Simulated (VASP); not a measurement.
# Ge (Fd-3m) in VASP: a series of runs

Runs on Ge. Level: PBE. Tasks: single point, relaxation of cell and atoms.

Program: VASP 6.6.1. These are calculated values, not measurements. Logs are shortened: lines on timing, memory, paths and dates and some standing lists are left out, and cuts for length are marked.

**Measured values to compare with.**

From “Electronic and optical properties of SixGe1-x-ySny alloys lattice-matched to Ge”, 2021, arxiv:2109.02782, for a bulk crystal of Ge at 293 K: band gap 0.666 eV (indirect).

From “Temperature-dependent photoluminescence in Ge: experiment and theory”, 2020, arxiv:2003.00143, for a bulk crystal of Ge at 0 K: band gap 0.744 eV (indirect).

The runs below are set against these values where they give the same quantity.

### 1 The structure

It takes space group Fd-3m (No. 227, cubic). The conventional cell has a = 5.658 Å, b = 5.658 Å, c = 5.658 Å, α = 90.00°, β = 90.00°, γ = 90.00°. Around Ge (site symmetry -43m) lie 4 Ge at 2.45 Å.

### 2 Single point, PBE

INCAR

```
SYSTEM = Ge
  PREC = Accurate
  ENCUT = 520
  EDIFF = 1E-7
  ISMEAR = 0
  SIGMA = 0.020999999999999998
  LREAL = .FALSE.
  LASPH = .TRUE.
  NELM = 60
  ALGO = Normal
  ISIF = 2
  LWAVE = .FALSE.
  LCHARG = .FALSE.
  GGA = PE
```

KPOINTS

```
regular mesh
0
G
  8 8 8
  0 0 0
```

POSCAR

```
Ge
1.0
    0.0000000000      2.8289100000      2.8289100000
    2.8289100000      0.0000000000      2.8289100000
    2.8289100000      2.8289100000      0.0000000000
Ge
2
Direct
    0.7500000000      0.7500000000      0.7500000000
    0.5000000000      0.5000000000      0.5000000000
```

Potentials or basis: VASP PAW PBE potentials, release 64 (Ge_d).

Run with:

```
$ cat potpaw_PBE.64/Ge_d/POTCAR > POTCAR
$ mpirun -np 1 vasp_std > vasp.out
```

OUTCAR:

```text
SYSTEM = Ge
   PREC = Accurate
   ENCUT = 520
   EDIFF = 1E-7
   ISMEAR = 0
   LREAL = .FALSE.
   LASPH = .TRUE.
   NELM = 60
   ISIF = 2
   GGA = PE

 ion  position               nearest neighbor table
   1  0.750  0.750  0.750-   2 2.45   2 2.45   2 2.45   2 2.45
   2  0.500  0.500  0.500-   1 2.45   1 2.45   1 2.45   1 2.45

  LATTYP: Found a face centered cubic cell.
 ALAT       =     5.6578200000

  Lattice vectors:

 A1 = (   0.0000000000,   2.8289100000,   2.8289100000)
 A2 = (   2.8289100000,   0.0000000000,   2.8289100000)
 A3 = (   2.8289100000,   2.8289100000,   0.0000000000)

Analysis of symmetry for initial positions (statically):
=====================================================================
 Subroutine PRICEL returns:
 Original cell was already a primitive cell.

 Routine SETGRP: Setting up the symmetry group for a
 face centered cubic supercell.

 Subroutine GETGRP returns: Found 48 space group operations
 (whereof 24 operations were pure point group operations)
 out of a pool of 48 trial point group operations.

The static configuration has the point symmetry T_d .
 The point group associated with its full space group is O_h .

Analysis of symmetry for dynamics (positions and initial velocities):
=====================================================================
 Subroutine PRICEL returns:
 Original cell was already a primitive cell.

 Routine SETGRP: Setting up the symmetry group for a
 face centered cubic supercell.

 Subroutine GETGRP returns: Found 48 space group operations
 (whereof 24 operations were pure point group operations)
 out of a pool of 48 trial point group operations.

The dynamic configuration has the point symmetry T_d .
 The point group associated with its full space group is O_h .

 Subroutine INISYM returns: Found 48 space group operations
 (whereof 24 operations are pure point group operations),
 and found     1 'primitive' translations

----------------------------------------------------------------------------------------

                                     Primitive cell

  volume of cell :      45.2780

  direct lattice vectors                    reciprocal lattice vectors
     0.000000000  2.828910000  2.828910000    -0.176746521  0.176746521  0.176746521
     2.828910000  0.000000000  2.828910000     0.176746521 -0.176746521  0.176746521
     2.828910000  2.828910000  0.000000000     0.176746521  0.176746521 -0.176746521

  length of vectors
     4.000682889  4.000682889  4.000682889     0.306133954  0.306133954  0.306133954

  position of ions in fractional coordinates (direct lattice)
     0.750000000  0.750000000  0.750000000
     0.500000000  0.500000000  0.500000000

  ion indices of the primitive-cell ions
   primitive index   ion index
                 1           1
                 2           2

----------------------------------------------------------------------------------------

 KPOINTS: regular mesh

Automatic generation of k-mesh.
 Grid dimensions read from file:
 generate k-points for:    8    8    8

 Generating k-lattice:

  Cartesian coordinates                     Fractional coordinates (reciprocal lattice)
    -0.022093315  0.022093315  0.022093315     0.125000000  0.000000000  0.000000000
     0.022093315 -0.022093315  0.022093315     0.000000000  0.125000000  0.000000000
     0.022093315  0.022093315 -0.022093315     0.000000000  0.000000000  0.125000000

  Length of vectors
     0.038266744  0.038266744  0.038266744

  Shift w.r.t. Gamma in fractional coordinates (k-lattice)
     0.000000000  0.000000000  0.000000000

 Subroutine IBZKPT returns following result:
 ===========================================

 Found     29 irreducible k-points:

 Following reciprocal coordinates:
            Coordinates               Weight
  0.000000  0.000000  0.000000      1.000000
  0.125000  0.000000  0.000000      8.000000
  0.250000  0.000000  0.000000      8.000000
  0.375000  0.000000  0.000000      8.000000
  0.500000  0.000000  0.000000      4.000000
  0.125000  0.125000  0.000000      6.000000
[... 42 lines left out ...]
  ext. energy  EPLUGINS =         0.00000000
  ---------------------------------------------------
  free energy    TOTEN  =        -8.99884338 eV

  energy without entropy =       -8.99880445  energy(sigma->0) =       -8.99882392

 E-fermi :   5.0168     XC(G=0):  -9.9229

 val. band max:        4.9945482550   @ k =   0.0000   0.0000   0.0000
 cond. band min:       5.0292086004   @ k =   0.0000   0.0000   0.0000
 fundamental gap:      0.0346603453
 Fermi energy:         5.0167830779

 k-point     1 :       0.0000    0.0000    0.0000
  band No.  band energies     occupation
      1     -19.8207      2.00000
      2     -19.8207      2.00000
      3     -19.8207      2.00000
      4     -19.7846      2.00000
      5     -19.7846      2.00000
      6     -19.5740      2.00000
[... 10 lines left out ...]
     17       7.5483      0.00000
     18       7.5483      0.00000

 k-point     2 :       0.1250    0.0000    0.0000
  band No.  band energies     occupation
      1     -19.8288      2.00000
      2     -19.8288      2.00000
      3     -19.8182      2.00000
      4     -19.7732      2.00000
      5     -19.7732      2.00000
      6     -19.5859      2.00000
[... 10 lines left out ...]
     17       7.9968      0.00000
     18       8.4856      0.00000

 k-point     3 :       0.2500    0.0000    0.0000
  band No.  band energies     occupation
      1     -19.8389      2.00000
      2     -19.8389      2.00000
      3     -19.8121      2.00000
      4     -19.7560      2.00000
      5     -19.7560      2.00000
      6     -19.5996      2.00000
[... 10 lines left out ...]
     17       8.6292      0.00000
     18      10.6321      0.00000

 k-point     4 :       0.3750    0.0000    0.0000
  band No.  band energies     occupation
      1     -19.8439      2.00000
      2     -19.8439      2.00000
      3     -19.8058      2.00000
      4     -19.7455      2.00000
      5     -19.7455      2.00000
      6     -19.6068      2.00000
[... 375 lines left out ...]
      4     -19.7484      2.00000
      5     -19.7198      2.00000
      6     -19.6505      2.00000
[... 10 lines left out ...]
     17       9.6556      0.00000
     18      10.5418      0.00000

 k-point    23 :       0.5000    0.2500    0.1250
  band No.  band energies     occupation
      1     -19.8612      2.00000
      2     -19.8533      2.00000
      3     -19.7823      2.00000
      4     -19.7334      2.00000
      5     -19.7071      2.00000
      6     -19.6591      2.00000
[... 10 lines left out ...]
     17       9.9099      0.00000
     18      11.1525      0.00000

 k-point    24 :      -0.3750    0.2500    0.1250
  band No.  band energies     occupation
      1     -19.8664      2.00000
      2     -19.8547      2.00000
      3     -19.7724      2.00000
      4     -19.7224      2.00000
      5     -19.7086      2.00000
      6     -19.6540      2.00000
[... 10 lines left out ...]
     17      10.7899      0.00000
     18      11.9473      0.00000

 [... further k-points ...]

------------------------ aborting loop because EDIFF is reached ----------------------------------------

  FORCE on cell =-STRESS in cart. coord.  units (eV):
  Direction    XX          YY          ZZ          XY          YZ          ZX
  --------------------------------------------------------------------------------------
  -------------------------------------------------------------------------------------
  Total        0.9789822      0.9789822      0.9789822     -0.0000000     -0.0000000     -0.0000000
  in kB       34.6416033     34.6416033     34.6416033     -0.0000000     -0.0000000     -0.0000000
  external PRESSURE =      34.6416033 kB  Pullay stress =       0.0000000 kB

 VOLUME and BASIS-vectors are now :
 -----------------------------------------------------------------------------
  energy-cutoff  :      520.00
  volume of cell :       45.28
      direct lattice vectors                 reciprocal lattice vectors
     0.000000000  2.828910000  2.828910000    -0.176746521  0.176746521  0.176746521
     2.828910000  0.000000000  2.828910000     0.176746521 -0.176746521  0.176746521
     2.828910000  2.828910000  0.000000000     0.176746521  0.176746521 -0.176746521

 POSITION                                       TOTAL-FORCE (eV/Angst)
 -----------------------------------------------------------------------------------
      4.24336      4.24336      4.24336         0.000000      0.000000     -0.000000
      2.82891      2.82891      2.82891        -0.000000     -0.000000      0.000000
 -----------------------------------------------------------------------------------
    total drift:                                0.000000     -0.000000     -0.000000

  FREE ENERGIE OF THE ION-ELECTRON SYSTEM (eV)
  ---------------------------------------------------
  free  energy   TOTEN  =        -8.9988433780 eV

  energy  without entropy=       -8.9988044534  energy(sigma->0) =       -8.99882392
```

It took 22 s on 1 thread of Intel Xeon Platinum 8488C (Sapphire Rapids), shared host; peak memory 0.16 GiB.

Results:

| Item | Value |
| --- | --- |
| Free energy | -8.9988 eV |
| Pressure | 3.5 GPa |
| Band gap on the k mesh | 0.03 eV, direct |

### 3 Single point, PBE

INCAR

```
PREC = Accurate
ENCUT = 520
EDIFF = 1E-7
ISMEAR = 0
SIGMA = 0.022
LREAL = False
LASPH = True
NELM = 60
ALGO = Fast
ISIF = 2
LWAVE = False
LCHARG = False
GGA = PE
NBANDS = 21
```

KPOINTS

```
Automatic mesh
0
Gamma
  8 8 8
```

POSCAR is that of step 2.

Potentials or basis: VASP PAW PBE potentials, release 64 (Ge_d).

Run with:

```
$ cat potpaw_PBE.64/Ge_d/POTCAR > POTCAR
$ mpirun -np 1 vasp_std > vasp.out
```

Wall time 14 s (1 thread of Intel Xeon 6975P-C (Granite Rapids), shared host); peak memory 0.16 GiB.

It converged, with:

```yaml
Free_energy: -8.9988 eV
Pressure: 3.5 GPa
Band_gap_on_the_k_mesh: 0.03 eV, direct
```

Levels at points of the mesh, in eV from the valence-band top:
| k point | band 10 | band 11 | band 12 | band 13 | band 14 | band 15 | band 16 | band 17 | band 18 | band 19 |
| --- | --- | --- | --- | --- | --- | --- | --- | --- | --- | --- |
| (0.00, 0.00, 0.00) | -24.56 | -12.77 | 0.00 | 0.00 | 0.00 | 0.03 | 2.55 | 2.55 | 2.55 | 6.43 |
| (0.50, 0.00, 0.00) | -24.53 | -10.68 | -7.60 | -1.41 | -1.41 | 0.18 | 3.75 | 3.75 | 7.13 | 10.57 |
| (0.50, 0.50, 0.00) | -24.51 | -8.89 | -8.89 | -3.07 | -3.07 | 0.75 | 0.75 | 9.52 | 9.52 | 11.61 |

### 4 Single point, PBE

INCAR

```
SYSTEM = Ge
PREC = Accurate
ENCUT = 520
EDIFF = 1E-6
ISMEAR = 0
SIGMA = 0.028999999999999998
LREAL = .False.
LASPH = .True.
NELM = 80
ALGO = Normal
ISIF = 2
LWAVE = .False.
LCHARG = .False.
GGA = PE
NBANDS = 21
```

KPOINTS

```
regular mesh
0
Gamma
  8 8 8
  0 0 0
```

POSCAR is that of step 3.

Run with:

```
$ cat potpaw_PBE.64/Ge_d/POTCAR > POTCAR
$ mpirun -np 1 vasp_std > vasp.out
```

Run time: 18 s. Hardware: 1 thread of Intel Xeon Platinum 8375C at 2.90GHz (Ice Lake), shared host; peak memory 0.17 GiB.

It converged, with:

```yaml
Free_energy: -8.9989 eV
Pressure: 3.5 GPa
Band_gap_on_the_k_mesh: 0.03 eV, direct
```

Levels at points of the mesh, in eV from the valence-band top:
```tsv
k point	band 12	band 13	band 14	band 15	band 16	band 17
(0.00, 0.00, 0.00)	0.00	0.00	0.00	0.03	2.55	2.55
(0.50, 0.00, 0.00)	-7.60	-1.41	-1.41	0.18	3.75	3.75
(0.50, 0.50, 0.00)	-8.89	-3.07	-3.07	0.75	0.75	9.52
```

### 5 Relaxation of cell and atoms, PBE

INCAR

```
ALGO = Fast
EDIFF = 1E-7
EDIFFG = -0.005
ENCUT = 980
GGA = PE
IBRION = 2
ISIF = 3
ISMEAR = -1
LASPH = T
LCHARG = F
LREAL = F
LWAVE = F
NELM = 60
NSW = 60
PREC = Accurate
SIGMA = 0.05
```

KPOINTS

```
k-points
0
Gamma
  8 8 8
```

POSCAR is that of step 4.

Potentials or basis: VASP PAW PBE potentials, release 64 (Ge_h).

Run with:

```
$ cat potpaw_PBE.64/Ge_h/POTCAR > POTCAR
$ mpirun -np 1 vasp_std > vasp.out
```

Run time: 2.8 min. Hardware: 1 thread of Intel Xeon Platinum 8375C at 2.90GHz (Ice Lake), shared host; peak memory 0.29 GiB.

It converged, with:

```
Free energy                            : -8.9998 eV
Relaxed volume                         : 23.94 Å³/atom
Relaxed cell                           : a = 4.076 Å, b = 4.076 Å, c = 4.076 Å, α = 60.00°, β = 60.00°, γ = 60.00°
Space group after relaxing (to 0.05 Å) : Fd-3m (No. 227)
Energy gained by relaxing              : 14.7 meV/atom
Ionic steps                            : 3
Pressure after relaxing                : 0.0 GPa
Band gap on the k mesh                 : none (metal or under the smearing width)
```

Step by step:
```
step  energy change (eV)  largest force (eV/Å)  pressure (GPa)  volume (Å³)
   1              0.0000                0.0000            3.76        45.28
   2             -0.0260                0.0000           -1.23        48.85
   3             -0.0293                0.0000            0.01        47.88
```

Final structure:
```yaml
crystal:
  lattice:
    - [0.00000, 2.88215, 2.88215]
    - [2.88215, 0.00000, 2.88215]
    - [2.88215, 2.88215, 0.00000]
  atoms:
    - { symbol: Ge, position: [0.75000, 0.75000, 0.75000] }
    - { symbol: Ge, position: [0.50000, 0.50000, 0.50000] }
```

Levels at points of the mesh, in eV from the Fermi level:
```csv
k point,band 11,band 12,band 13,band 14,band 15,band 16,band 17,band 18
"(0.00, 0.00, 0.00)",-12.32,-0.43,0.04,0.04,0.04,2.56,2.56,2.56
"(0.50, 0.00, 0.00)",-10.37,-7.32,-1.28,-1.28,0.06,3.75,3.75,7.13
"(0.50, 0.50, 0.00)",-8.65,-8.65,-2.85,-2.85,0.86,0.86,9.09,9.10
```

Caveat: this crystal is a semiconductor, whose small gap the functional closes, so the metal is an error of the method.

### 6 Relaxation of cell and atoms, PBE

INCAR

```
ALGO = Normal
EDIFF = 1E-7
EDIFFG = -0.005
ENCUT = 600
GGA = PE
IBRION = 2
ISIF = 3
ISMEAR = -1
LASPH = T
LCHARG = F
LREAL = F
LWAVE = F
NELM = 100
NSW = 40
PREC = Accurate
SIGMA = 0.05
```

KPOINTS is that of step 5.

POSCAR is that of step 5.

Potentials or basis: VASP PAW PBE potentials, release 54 (Ge_d).

Run with:

```
$ cat potpaw_PBE.54/Ge_d/POTCAR > POTCAR
$ mpirun -np 1 vasp_std > vasp.out
```

Wall time 37 s (1 thread of Intel Xeon Platinum 8375C at 2.90GHz (Ice Lake), shared host); peak memory 0.18 GiB.

The run converged. Its results:

- Free energy: -9.0267 eV
- Relaxed volume: 23.91 Å³/atom
- Relaxed cell: a = 4.074 Å, b = 4.074 Å, c = 4.074 Å, α = 60.00°, β = 60.00°, γ = 60.00°
- Space group after relaxing (to 0.05 Å): Fd-3m (No. 227)
- Energy gained by relaxing: 13.6 meV/atom
- Ionic steps: 3
- Pressure after relaxing: 0.0 GPa
- Band gap on the k mesh: none (metal or under the smearing width)

Step by step:
| step | energy change (eV) | largest force (eV/Å) | pressure (GPa) | volume (Å³) |
| --- | --- | --- | --- | --- |
| 1 | 0.0000 | 0.0000 | 3.57 | 45.28 |
| 2 | -0.0246 | 0.0000 | -0.99 | 48.66 |
| 3 | -0.0273 | 0.0000 | -0.02 | 47.82 |

Final structure:
```yaml
crystal:
  lattice:
    - [0.00000, 2.88090, 2.88090]
    - [2.88090, 0.00000, 2.88090]
    - [2.88090, 2.88090, 0.00000]
  atoms:
    - { symbol: Ge, position: [0.75000, 0.75000, 0.75000] }
    - { symbol: Ge, position: [0.50000, 0.50000, 0.50000] }
```

Levels at points of the mesh, in eV from the Fermi level:
```
           k point  band 11  band 12  band 13  band 14  band 15  band 16  band 17  band 18
(0.00, 0.00, 0.00)   -12.33    -0.42     0.04     0.04     0.04     2.57     2.57     2.57
(0.50, 0.00, 0.00)   -10.37    -7.32    -1.29    -1.29     0.06     3.75     3.75     7.14
(0.50, 0.50, 0.00)    -8.65    -8.65    -2.85    -2.85     0.86     0.86     9.11     9.11
```

Caveat: this crystal is a semiconductor, whose small gap the functional closes, so the metal is an error of the method.

### 7 The runs side by side

| task | potentials or basis | cell | cutoff (eV) | smearing | gap on the mesh (eV) | pressure (GPa) | relaxed volume (Å³/atom) |
| --- | --- | --- | --- | --- | --- | --- | --- |
| single point | VASP PAW PBE potentials, release 64 (Ge_d) | as given | 520 | gaussian 0.021 eV | 0.03 | 3.5 | - |
| single point | VASP PAW PBE potentials, release 64 (Ge_d) | as given | 520 | gaussian 0.022 eV | 0.03 | 3.5 | - |
| single point | VASP PAW PBE potentials, release 64 (Ge_d) | as given | 520 | gaussian 0.029 eV | 0.03 | 3.5 | - |
| relaxation of cell and atoms | VASP PAW PBE potentials, release 64 (Ge_h) | relaxed | 980 | fermi-dirac 0.05 eV | none | 0.0 | 23.94 |
| relaxation of cell and atoms | VASP PAW PBE potentials, release 54 (Ge_d) | relaxed | 600 | fermi-dirac 0.05 eV | none | 0.0 | 23.91 |

Alike in all rows: level PBE; no spin polarisation; k mesh 8 × 8 × 8.

Caveats: this crystal is a semiconductor, whose small gap the functional closes, so the metal is an error of the method (some runs).

Total energies depend on the potentials used, so only differences within one code and one set of settings carry meaning.

### 8 Against experiment

Step 2. Against the measured gap of Ge, 0.666 eV (indirect; 293 K; “Electronic and optical properties of SixGe1-x-ySny alloys lattice-matched to Ge”, 2021, arxiv:2109.02782), the calculated 0.03 eV is off by -0.63 eV. 3 values of this kind are on record (0.666 to 0.807 eV); this one was drawn at random among those near their median. Spin-orbit coupling on Ge is left out. The value is that of PBE on a finite k mesh, which can miss the band edges, without temperature or zero-point motion. Semilocal functionals fall short of measured gaps as a rule.

Step 3. Against the measured gap of Ge, 0.744 eV (indirect; 0 K; “Temperature-dependent photoluminescence in Ge: experiment and theory”, 2020, arxiv:2003.00143), the calculated 0.03 eV is off by -0.71 eV. 3 values of this kind are on record (0.666 to 0.807 eV); this one was drawn at random among those near their median. Spin-orbit coupling on Ge is left out. The value is that of PBE on a finite k mesh, which can miss the band edges, without temperature or zero-point motion. Semilocal functionals fall short of measured gaps as a rule.

Step 4. Against the measured gap of Ge, 0.744 eV (indirect; 0 K; “Temperature-dependent photoluminescence in Ge: experiment and theory”, 2020, arxiv:2003.00143), the calculated 0.03 eV is off by -0.71 eV. 3 values of this kind are on record (0.666 to 0.807 eV); this one was drawn at random among those near their median. Spin-orbit coupling on Ge is left out. The value is that of PBE on a finite k mesh, which can miss the band edges, without temperature or zero-point motion. Semilocal functionals fall short of measured gaps as a rule.

Step 5. The cell as given is a measured one (22.64 Å³/atom); PBE puts the equilibrium volume +5.8 % from it, thermal expansion not counted.

Step 6. The cell as given is a measured one (22.64 Å³/atom); PBE puts the equilibrium volume +5.6 % from it, thermal expansion not counted.
